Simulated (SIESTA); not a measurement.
Crystal: Sn.

```
Sn
1.0
    -2.02919    2.02919    1.66076
     2.02919   -2.02919    1.66076
     2.02919    2.02919   -1.66076
Sn
1
Cartesian
  0.0000 0.0000 0.0000
```

This isn't the form of Sn at room conditions, which is tetragonal (white tin).

Base run:

* Program: SIESTA 5.4.2
* Functional: PBEsol
* Potentials or basis: PseudoDojo 0.4 standard (PBEsol files)
* Basis: TZP (energy shift 0.003 Ry; two zetas on semicore shells)
* Grid cutoff: 500 Ry
* Energy shift: 0.003 Ry
* k mesh: 10 × 10 × 10
* Occupations: fermi-dirac, width 0.05 eV
* Spin: no spin polarisation

Its results: band gap on the k mesh none (metal or under the smearing width); pressure -1.4 GPa.

Problem. The run is repeated on the same cell with these changes: basis from TZP (energy shift 0.003 Ry; two zetas on semicore shells) to DZ (energy shift 0.003 Ry; two zetas on semicore shells). What comes out?

Solution. Band gap on the k mesh none (metal or under the smearing width); pressure 0.2 GPa.

Caveats: spin-orbit coupling is left out, which moves the levels of the heavy elements; the basis of atomic orbitals isn't converged, which shifts pressures, moduli and gaps; the basis has no polarisation orbitals (some runs).
